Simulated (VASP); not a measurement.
# Zr (P6_3/mmc) in VASP: further runs

Runs on Zr. Level: PBE. Tasks: relaxation of cell and atoms.

All numbers are computed with VASP 6.6.1; they aren't measurements. Logs are shortened: lines on timing, memory, paths and dates and some standing lists are left out, and cuts for length are marked.

**1. The structure**

The structure is hexagonal, space group P6_3/mmc (No. 194). Conventional cell: a = 3.232 Å, b = 3.232 Å, c = 5.147 Å, α = 90.00°, β = 90.00°, γ = 120.00°. Zr (site symmetry -6m2) has 12 Zr at 3.18 to 3.23 Å as nearest neighbours.

**2. Relaxation of cell and atoms, PBE**

File INCAR:

```
SYSTEM = Zr
PREC     = Accurate       ! precision mode
ENCUT    = 520            ! plane-wave cutoff, eV
EDIFF    = 1E-6           ! SCF threshold, eV
ISMEAR   = 0              ! smearing method
SIGMA    = 0.1            ! smearing width, eV
LREAL    = .False.        ! projectors in reciprocal space
LASPH    = .True.         ! aspherical terms in the spheres
NELM     = 120            ! most SCF steps
ALGO     = Normal         ! electronic algorithm
ISIF     = 3              ! what is computed and relaxed
LWAVE    = .False.        ! write WAVECAR
LCHARG   = .False.        ! write CHGCAR
GGA      = PE             ! functional
IBRION   = 2              ! ionic algorithm
NSW      = 90             ! ionic steps
EDIFFG   = -0.01          ! ionic threshold
```

File KPOINTS:

```
regular mesh
0
Gamma
  15 15 9
  0 0 0
```

File POSCAR:

```
Zr
1.0
    3.2320000000      0.0000000000      0.0000000000
   -1.6160000000      2.7989941100      0.0000000000
    0.0000000000      0.0000000000      5.1470000000
Zr
2
Direct
    0.3333333300      0.6666666700      0.2500000000
    0.6666666700      0.3333333300      0.7500000000
```

Potentials or basis: VASP PAW PBE potentials, release 64 (Zr_sv).

The run is started by

```bash
$ cat potpaw_PBE.64/Zr_sv/POTCAR > POTCAR
$ mpirun -np 1 vasp_std > vasp.out
```

OUTCAR:

```text
SYSTEM = Zr
   PREC = Accurate
   ENCUT = 520
   EDIFF = 1E-6
   ISMEAR = 0
   LREAL = .False.
   LASPH = .True.
   NELM = 120
   ISIF = 3
   GGA = PE
   IBRION = 2
   NSW = 90
   EDIFFG = -0.01

 ion  position               nearest neighbor table
   1  0.333  0.667  0.250-   2 3.18   2 3.18   2 3.18   2 3.18   2 3.18   2 3.18
   2  0.667  0.333  0.750-   1 3.18   1 3.18   1 3.18   1 3.18   1 3.18   1 3.18

  LATTYP: Found a hexagonal cell.
 ALAT       =     3.2320000000
 C/A-ratio  =     1.5925123762

  Lattice vectors:

 A1 = (   3.2320000000,   0.0000000000,   0.0000000000)
 A2 = (  -1.6160000000,   2.7989941100,   0.0000000000)
 A3 = (   0.0000000000,   0.0000000000,   5.1470000000)

Analysis of symmetry for initial positions (statically):
=====================================================================
 Subroutine PRICEL returns:
 Original cell was already a primitive cell.

 Routine SETGRP: Setting up the symmetry group for a
 hexagonal supercell.

 Subroutine GETGRP returns: Found 24 space group operations
 (whereof 12 operations were pure point group operations)
 out of a pool of 24 trial point group operations.

The static configuration has the point symmetry D_3d.
 The point group associated with its full space group is D_6h.

Analysis of symmetry for dynamics (positions and initial velocities):
=====================================================================
 Subroutine PRICEL returns:
 Original cell was already a primitive cell.

 Routine SETGRP: Setting up the symmetry group for a
 hexagonal supercell.

 Subroutine GETGRP returns: Found 24 space group operations
 (whereof 12 operations were pure point group operations)
 out of a pool of 24 trial point group operations.

The dynamic configuration has the point symmetry D_3d.
 The point group associated with its full space group is D_6h.

 Subroutine INISYM returns: Found 24 space group operations
 (whereof 12 operations are pure point group operations),
 and found     1 'primitive' translations

----------------------------------------------------------------------------------------

                                     Primitive cell

[... 91 lines left out ...]
   LREAL  =      F    real-space projection
   EDIFFG = -.1E-01   stopping-criterion for IOM
   NSW    =     90    number of steps for IOM
   IBRION =      2    ionic relax: 0-MD 1-quasi-New 2-CG
   NFREE  =      1    steps in history (QN), initial steepest desc. (CG)
   ISIF   =      3    stress and relaxation
   ISYM   =      2    0-nonsym 1-usesym 2-fastsym
   POTIM  = 0.5000    time-step for ionic-motion
   TEBEG  =    0.0;   TEEND  =   0.0 temperature during run
   PSTRESS=    0.0 pullay stress
   NELECT =      24.0000    total number of electrons
   NUPDOWN=      -1.0000    fix difference up-down
   EMIN   =  10.00;   EMAX   =-10.00  energy-range for DOS
   EFERMI =   0.00;   METHOD = LEGACY
   ISMEAR =     0;   SIGMA  =   0.10  broadening in eV -4-tet -1-fermi 0-gaus
   EFERMI_NEDOS =   21; number of points for ismear=-14 and -15
   IALGO  =     38    algorithm
   IMIX   =      4    mixing-type and parameters
     AMIX     =   0.40;   BMIX     =  1.00
     AMIX_MAG =   1.60;   BMIX_MAG =  1.00
  volume/ion in A,a.u.               =      23.28       157.11
  Fermi-wavevector in a.u.,A,eV,Ry     =   1.312611  2.480475 23.442130  1.722948
  Thomas-Fermi vector in A             =   2.442991
   LORBIT       =      0    0 simple, 1 ext, 2 COOP (PROOUT), +10 PAW based schemes
   GGA     = PE    functional components
   LHFCALC =     F    Hartree Fock is set to
   AEXX    =    0.0000 exact exchange contribution
   IVDW    =     0    specifies the selected vdW correction
   LEPSILON=     F    determine dielectric tensor
   LRPA    =     F    only Hartree local field effects (RPA)
 conjugate gradient relaxation of ions
 non-spin polarized calculation
 Gauss-broadening in eV      SIGMA  =   0.10
  energy-cutoff  :      520.00
  volume of cell :       46.56
 maximum number of plane-waves:      1284
   NGX = 13   NGY = 13   NGZ = 19

--------------------------------------- Ionic step        1  -------------------------------------------

 number of electron      24.0000000 magnetization

 Free energy of the ion-electron system (eV)
  ---------------------------------------------------
  ext. energy  EPLUGINS =         0.00000000
  ---------------------------------------------------
  free energy    TOTEN  =       -17.04690281 eV

  energy without entropy =      -17.03910770  energy(sigma->0) =      -17.04300526

------------------------ aborting loop because EDIFF is reached ----------------------------------------

  FORCE on cell =-STRESS in cart. coord.  units (eV):
  Direction    XX          YY          ZZ          XY          YZ          ZX
  --------------------------------------------------------------------------------------
  -------------------------------------------------------------------------------------
  Total        0.0997352      0.0997352      0.2289374      0.0000000      0.0000000      0.0000000
  in kB        3.4318763      3.4318763      7.8777061      0.0000000      0.0000000      0.0000000
  external PRESSURE =       4.9138196 kB  Pullay stress =       0.0000000 kB
[... 131 lines left out ...]
--------------------------------------- Ionic step        5  -------------------------------------------

 number of electron      24.0000001 magnetization

 Free energy of the ion-electron system (eV)
  ---------------------------------------------------
  ext. energy  EPLUGINS =         0.00000000
  ---------------------------------------------------
  free energy    TOTEN  =       -17.04740852 eV

  energy without entropy =      -17.03954796  energy(sigma->0) =      -17.04347824

 E-fermi :   8.9489     XC(G=0): -11.0591

 val. band max:        8.9388459899   @ k =   0.2000   0.2000   0.4444
 cond. band min:       8.9521915981   @ k =   0.3333   0.2667   0.4444
 fundamental gap:      0.0133456081
 Fermi energy:         8.9489048866

 k-point     1 :       0.0000    0.0000    0.0000
  band No.  band energies     occupation
      1     -39.9114      2.00000
      2     -39.7621      2.00000
      3     -18.4235      2.00000
      4     -17.5654      2.00000
      5     -17.5654      2.00000
      6     -17.4399      2.00000
[... 433 lines left out ...]
      3     -18.1811      2.00000
      4     -18.0191      2.00000
      5     -17.9323      2.00000
      6     -17.8968      2.00000
[... 8 lines left out ...]
     15      10.5368      0.00000
     16      13.1157      0.00000

 [... further k-points ...]
[... 5 lines left out ...]
  --------------------------------------------------------------------------------------
  -------------------------------------------------------------------------------------
  Total       -0.0140947     -0.0140947      0.0081583      0.0000000      0.0000000      0.0000000
  in kB       -0.4825252     -0.4825252      0.2792961      0.0000000      0.0000000      0.0000000
  external PRESSURE =      -0.2285848 kB  Pullay stress =       0.0000000 kB
[... 17 lines left out ...]
  FREE ENERGIE OF THE ION-ELECTRON SYSTEM (eV)
  ---------------------------------------------------
  free  energy   TOTEN  =       -17.0474085181 eV

  energy  without entropy=      -17.0395479588  energy(sigma->0) =      -17.04347824

 reached required accuracy - stopping structural energy minimisation
```

CONTCAR:

```text
Zr
   1.00000000000000
     3.2340035118660158    0.0000000000000000    0.0000000000000000
    -1.6170017559330079    2.8007292021819654    0.0000000000000000
     0.0000000000000000   -0.0000000000000000    5.1669653494343395
  Zr
     2
Direct
     0.3333333300000021    0.6666666699999979    0.2500000000000000
     0.6666666699999979    0.3333333300000021    0.7500000000000000

  0.00000000E+00  0.00000000E+00  0.00000000E+00
  0.00000000E+00  0.00000000E+00  0.00000000E+00
```

Run time: 73 s. Hardware: 1 thread of Intel Xeon 6975P-C (Granite Rapids), shared host; peak memory 0.22 GiB.

What came out:

```
Free energy                            : -17.0474 eV
Relaxed volume                         : 23.40 Å³/atom
Relaxed cell                           : a = 3.234 Å, b = 3.234 Å, c = 5.167 Å, α = 90.00°, β = 90.00°, γ = 120.00°
Space group after relaxing (to 0.05 Å) : P6_3/mmc (No. 194)
Energy gained by relaxing              : 0.3 meV/atom
Ionic steps                            : 5
Pressure after relaxing                : 0.0 GPa
Band gap on the k mesh                 : none (metal or under the smearing width)
```

Stress tensor (GPa, compression positive):
```
-0.05  0.00  0.00
 0.00 -0.05  0.00
 0.00  0.00  0.03
```

The path:
```csv
step,energy change (eV),largest force (eV/Å),pressure (GPa),volume (Å³)
1,0.0000,0.0000,0.49,46.56
2,-0.0001,0.0000,-0.50,47.04
3,-0.0005,0.0000,-0.04,46.82
4,-0.0005,0.0000,-0.04,46.82
5,-0.0005,0.0000,-0.02,46.80
```

Final structure:
```xyz
2
Lattice="3.2340 0.0000 0.0000 -1.6170 2.8007 0.0000 0.0000 0.0000 5.1670" Properties=species:S:1:pos:R:3 pbc="T T T"
Zr    0.0000    1.8672    1.2917
Zr    1.6170    0.9336    3.8752
```

PBE usually gives volumes a little too large and moduli too small. Zero-point motion and thermal expansion aren't in these numbers.

**3. Relaxation of cell and atoms, PBE**

This run uses another cell than the first one, of 23.40 Å³/atom, 1.005 times its volume.

INCAR, as its differences from that of step 2:

```diff
@@ -3,3 +3,3 @@
 ENCUT    = 520            ! plane-wave cutoff, eV
-EDIFF    = 1E-6           ! SCF threshold, eV
+EDIFF    = 1E-7           ! SCF threshold, eV
 ISMEAR   = 0              ! smearing method
@@ -15,3 +15,4 @@
 IBRION   = 2              ! ionic algorithm
-NSW      = 90             ! ionic steps
-EDIFFG   = -0.01          ! ionic threshold
+NSW      = 60             ! ionic steps
+EDIFFG   = -0.005         ! ionic threshold
+POTIM    = 0.3            ! step
```

KPOINTS is that of step 2.

File POSCAR:

```
Zr                                      
1.0
    3.2340035119      0.0000000000      0.0000000000
   -1.6170017559      2.8007292022      0.0000000000
    0.0000000000     -0.0000000000      5.1669653494
  Zr            
     2
Direct
     0.3333333300000021    0.6666666699999979    0.2500000000000000
     0.6666666699999979    0.3333333300000021    0.7500000000000000
```

Potentials or basis: VASP PAW PBE potentials, release 64 (Zr_sv).

The run is started by

```bash
$ cat potpaw_PBE.64/Zr_sv/POTCAR > POTCAR
$ mpirun -np 1 vasp_std > vasp.out
```

OUTCAR:

```text
SYSTEM = Zr
   PREC = Accurate
   ENCUT = 520
   EDIFF = 1E-7
   ISMEAR = 0
   LREAL = .False.
   LASPH = .True.
   NELM = 120
   ISIF = 3
   GGA = PE
   IBRION = 2
   NSW = 60
   EDIFFG = -0.005
   POTIM = 0.3

 ion  position               nearest neighbor table
   1  0.333  0.667  0.250-   2 3.19   2 3.19   2 3.19   2 3.19   2 3.19   2 3.19
   2  0.667  0.333  0.750-   1 3.19   1 3.19   1 3.19   1 3.19   1 3.19   1 3.19

  LATTYP: Found a hexagonal cell.
 ALAT       =     3.2340035119
 C/A-ratio  =     1.5976993625

  Lattice vectors:

 A1 = (   3.2340035119,   0.0000000000,   0.0000000000)
 A2 = (  -1.6170017559,   2.8007292022,   0.0000000000)
 A3 = (   0.0000000000,   0.0000000000,   5.1669653494)

Analysis of symmetry for initial positions (statically):
=====================================================================
 Subroutine PRICEL returns:
 Original cell was already a primitive cell.
[... 217 lines left out ...]
  free energy    TOTEN  =       -17.04751869 eV

  energy without entropy =      -17.03964721  energy(sigma->0) =      -17.04358295

 E-fermi :   8.9511     XC(G=0): -11.0601

 val. band max:        8.9409809245   @ k =   0.2000   0.2000   0.4444
 cond. band min:       8.9548008888   @ k =   0.3333   0.2667   0.4444
 fundamental gap:      0.0138199643
 Fermi energy:         8.9511404929

 k-point     1 :       0.0000    0.0000    0.0000
  band No.  band energies     occupation
      1     -39.9085      2.00000
      2     -39.7592      2.00000
      3     -18.4207      2.00000
      4     -17.5619      2.00000
      5     -17.5619      2.00000
      6     -17.4369      2.00000
[... 433 lines left out ...]
      3     -18.1786      2.00000
      4     -18.0167      2.00000
      5     -17.9292      2.00000
      6     -17.8938      2.00000
[... 8 lines left out ...]
     15      10.5382      0.00000
     16      13.1178      0.00000

 [... further k-points ...]

------------------------ aborting loop because EDIFF is reached ----------------------------------------

  FORCE on cell =-STRESS in cart. coord.  units (eV):
  Direction    XX          YY          ZZ          XY          YZ          ZX
  --------------------------------------------------------------------------------------
  -------------------------------------------------------------------------------------
  Total       -0.0051349     -0.0051349      0.0075933     -0.0000000      0.0000000      0.0000000
  in kB       -0.1758287     -0.1758287      0.2600072     -0.0000000      0.0000000      0.0000000
  external PRESSURE =      -0.0305501 kB  Pullay stress =       0.0000000 kB

 VOLUME and BASIS-vectors are now :
 -----------------------------------------------------------------------------
  energy-cutoff  :      520.00
  volume of cell :       46.79
      direct lattice vectors                 reciprocal lattice vectors
     3.233426412 -0.000000000  0.000000000     0.309269448  0.178556798  0.000000000
    -1.616713206  2.800229419 -0.000000000     0.000000000  0.357113597  0.000000000
    -0.000000000  0.000000000  5.167688304     0.000000000  0.000000000  0.193510123

 POSITION                                       TOTAL-FORCE (eV/Angst)
 -----------------------------------------------------------------------------------
     -0.00000      1.86682      1.29192        -0.000000      0.000000      0.000000
      1.61671      0.93341      3.87577         0.000000     -0.000000      0.000000
 -----------------------------------------------------------------------------------
    total drift:                               -0.000010      0.000006     -0.000000

  FREE ENERGIE OF THE ION-ELECTRON SYSTEM (eV)
  ---------------------------------------------------
  free  energy   TOTEN  =       -17.0475186945 eV

  energy  without entropy=      -17.0396472077  energy(sigma->0) =      -17.04358295

 reached required accuracy - stopping structural energy minimisation
```

Wall time 38 s (1 thread of Intel Xeon 6975P-C (Granite Rapids), shared host); peak memory 0.22 GiB.

Results:

- Free energy: -17.0475 eV
- Relaxed volume: 23.39 Å³/atom
- Relaxed cell: a = 3.233 Å, b = 3.233 Å, c = 5.168 Å, α = 90.00°, β = 90.00°, γ = 120.00°
- Space group after relaxing (to 0.05 Å): P6_3/mmc (No. 194)
- Energy gained by relaxing: 0.0 meV/atom
- Ionic steps: 2
- Pressure after relaxing: 0.0 GPa
- Band gap on the k mesh: none (metal or under the smearing width)

Final structure:
```
Zr
1.0
     3.23343    0.00000    0.00000
    -1.61671    2.80023    0.00000
     0.00000    0.00000    5.16769
Zr
2
Direct
  0.33333 0.66667 0.25000
  0.66667 0.33333 0.75000
```

Levels at points of the mesh, in eV from the Fermi level:
```
           k point  band 8  band 9  band 10  band 11  band 12  band 13  band 14  band 15  band 16
(0.00, 0.00, 0.00)  -26.38   -5.66    -3.03     0.86     0.86     0.97     1.11     1.54     1.54
```
